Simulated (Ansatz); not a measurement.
## Al started on a N site in wurtzite AlN, 96 atoms, charge −2

All numbers come from Ansatz (PAW, plane waves, no spin–orbit coupling) at the single k point (¼, ¼, ¼) without its symmetry partners. The atoms were relaxed with PBEsol in a fixed cell; other functionals are single points on those atoms unless said otherwise. The valence top and gap of the host come from its small cell on a dense mesh, with the band extrema sought between the mesh points, lined up by the mean potential, PBEsol gap 4.09 eV, HSE06 gap 5.54 eV. The charge correction uses an assumed dielectric constant of 8.5.

Cell: a = 9.341 Å, b = 10.787 Å, c = 9.967 Å, α = 90.00°, β = 90.00°, γ = 90.00°.

Nearest atoms after relaxation, from the placed atom (for vacancies from the middle of the vacant sites): Al at 2.27 Å, Al at 2.27 Å, Al at 2.28 Å, Al at 2.36 Å, Al at 2.54 Å, N at 3.08 Å, N at 3.10 Å, N at 3.11 Å.

Chemical potentials μ are those of reference phases of the elements at zero temperature by the same functional (the usual solids, diamond for C, grey Sn, and the molecules H2, N2, O2, F2, Cl2, Br2 and S8).

```tsv
functional	E(defect) − E(host) − Σ nμ + q·E_VBM (eV)	monopole (eV)	alignment (eV)	formation energy at E_F = VBM (eV)	moment (μB)	wall time, shared host
PBEsol	17.27	0.95	0.03	18.25	0 (no spin)	11 s on NVIDIA GB200 (relaxation)
HSE06	19.44	0.95	0.05	20.44	0 (no spin)	15 s on NVIDIA GB200
```

HSE06 one-electron levels near the gap (the ten most localised at most), from the host's valence top, not corrected for the charge's images:

```csv
level (eV),spin,filling,atoms sharing it,element of the atom with most weight
-0.30,both,2.00,37.4,spread
-0.22,both,2.00,25.7,N
-0.15,both,2.00,25.4,Al
0.19,both,2.00,6.0,N
3.04,both,2.00,7.8,Al
3.20,both,2.00,7.9,Al
3.42,both,2.00,7.7,Al
```

All elements are taken at their own reference at once; growth conditions in equilibrium with the host shift these energies, by up to the host's formation enthalpy.

One k point and a cell of this size can leave errors of several tenths of an eV in such numbers.
